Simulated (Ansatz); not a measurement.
Input of an Ansatz 0.2.0 run:

The input input.yaml:

```yaml
crystal:
  lattice:
    - [3.031, 0.0, 0.0]
    - [-1.5155, 2.6249229989, 0.0]
    - [0.0, 0.0, 3.2377]
  atoms:
    - { symbol: Ti, position: [0.6666666667, 0.3333333333, 0.0] }
    - { symbol: O, position: [0.0, 0.0, 0.5] }
hamiltonian:
  xc: pbesol
  pseudopotentials: { kind: paw }
  hubbard: { sites: [{ species: Ti, l: d, u_eff: 6.0 }] }
kpoints:
  mp_grid: { grid: [10, 10, 8] }
scf:
  occupations: { method: fermi_dirac, width: 0.05 }
  n_extra_bands: 6
output:
  forces: true
  stress: true
  eigenvalues: true
  dos: { projected: true, de: 0.05, nscf_kmesh: { grid: [15, 15, 12] } }
```

Potentials or basis: Ansatz PAW.

Launch:

```bash
$ ansatz run input.yaml --threads 2 --pin off --max-ram 5632MiB --backend cpu --events-out ev --progress --plain --runs-dir out
```

Q: What does it give for the band gap on the k mesh?

A: 0.20 eV, indirect (least direct gap 0.75 eV).

Q: What does it give for the pressure?

A: -22.2 GPa.

Eigenvalues of the final occupation matrices:
```csv
site,spin,trace,eigenvalues
site 1,1,1.24,0.09 0.09 0.14 0.14 0.80
```

Caveat: the pressure holds a Pulay correction of +0.5 GPa for the finite cutoff; the PAW data sets come from PBE, with cores solved anew for the run's functional, which leaves a small shift of forces and pressure. A k mesh can miss the band edges.
